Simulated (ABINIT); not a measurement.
Crystal: Ag.

```
CELL_PARAMETERS angstrom
0.00000 2.04275 2.04275
2.04275 0.00000 2.04275
2.04275 2.04275 0.00000
ATOMIC_POSITIONS crystal
Ag 0.00000 0.00000 0.00000
```

Base run:

* Program: ABINIT 10.8.3 (patched build)
* Functional: LDA
* Potentials or basis: PseudoDojo NC SR LDA v0.4.1 standard
* Cutoff: 1088 eV
* k mesh: 8 × 8 × 8
* Occupations: fermi-dirac, width 0.05 eV
* Spin: no spin polarisation

Its results: pressure -7.1 GPa.

The run is repeated on the same cell with these changes: k mesh from 8 × 8 × 8 to 12 × 12 × 12, with 4 shifts; occupations from fermi-dirac, width 0.05 eV to fermi-dirac, width 0.2 eV. What comes out?

Pressure -7.6 GPa.
